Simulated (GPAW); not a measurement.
A run of GPAW 26.7.0 is set up as follows.

The input run.py:

```python
import numpy as np
from ase.dft.bandgap import bandgap
from ase.io import read, write
from gpaw import GPAW, PW
from gpaw.response.df import DielectricFunction

atoms = read('POSCAR')

calc = GPAW(mode=PW(400),
            xc='RPBE',
            kpts={'size': (6, 6, 6), 'gamma': True},
            occupations={'name': 'fermi-dirac', 'width': 0.001},
            nbands=19,
            convergence={'density': 1e-06},
            maxiter=150,
            txt='gpaw.txt')
atoms.calc = calc
energy = atoms.get_potential_energy()
calc.write('gs.gpw')
write('result.traj', atoms)
print(f'Energy: {energy:.6f} eV')
print('Fermi level:', round(calc.get_fermi_level(), 4), 'eV')
print(f'Gap: {bandgap(calc)[0]:.4f} eV, direct: {bandgap(calc, direct=True)[0]:.4f} eV')

for size in [(18, 18, 18)]:
    name = 'x'.join(str(n) for n in size)
    dense = calc.fixed_density(kpts={'size': size, 'gamma': True},
                               nbands=36, convergence={'bands': 30, 'eigenstates': 1e-7},
                               update_fermi_level=True, txt=f'dense-{name}.txt')
    dense.write(f'{name}.gpw', mode='all')
    df = DielectricFunction(f'{name}.gpw', frequencies=np.array([0.0]), hilbert=False, eta=0.001,
                            ecut=80, nbands=30, intraband=False, txt=f'df-{name}.txt')
    for xc in ['RPA']:
        for direction in ['x', 'y', 'z', [0, 1, 1], [1, 0, 1], [1, 1, 0]]:
            e0, e = df.get_macroscopic_dielectric_constant(xc=xc, direction=direction)
            print(f'{name} {xc} {direction}: {e0:.4f} without, {e:.4f} with local fields')
```

The input POSCAR:

```
SnTe
1.0
    0.0000000000      3.1508500000      3.1508500000
    3.1508500000      0.0000000000      3.1508500000
    3.1508500000      3.1508500000      0.0000000000
Te Sn
1 1
Direct
    0.5000000000      0.5000000000      0.5000000000
    0.0000000000      0.0000000000      0.0000000000
```

Potentials or basis: the program's PAW data sets (release 1.2.1) made for this functional, pw.

Launch:

```console
$ OMP_NUM_THREADS=1 python run.py
```

Problem. Predict the electronic dielectric tensor (diagonal).

Solution. 91.17.

Problem. Estimate the band gap on the k mesh.

Solution. 0.08 eV, direct.

Electronic dielectric tensor:
```
91.17  0.00  0.00
 0.00 91.17  0.00
 0.00  0.00 91.17
```

Caveat: the gap is small at this level, which inflates the dielectric constant; the long-wavelength limit can be off by a per cent or two; spin-orbit coupling is left out, which moves the levels of the heavy elements.

**Measured values to compare with.**

A printed reference work, textbook reports, for a bulk crystal of SnTe at 300 K: band gap 0.18 eV (direct).

Measured gap of SnTe: 0.18 eV (direct; 300 K; a printed reference work, textbook). This calculation gives 0.08 eV (-0.10 eV). Spin-orbit coupling on Sn, Te is left out. The value is that of RPBE on a finite k mesh, which can miss the band edges, without temperature or zero-point motion. Semilocal functionals fall short of measured gaps as a rule.
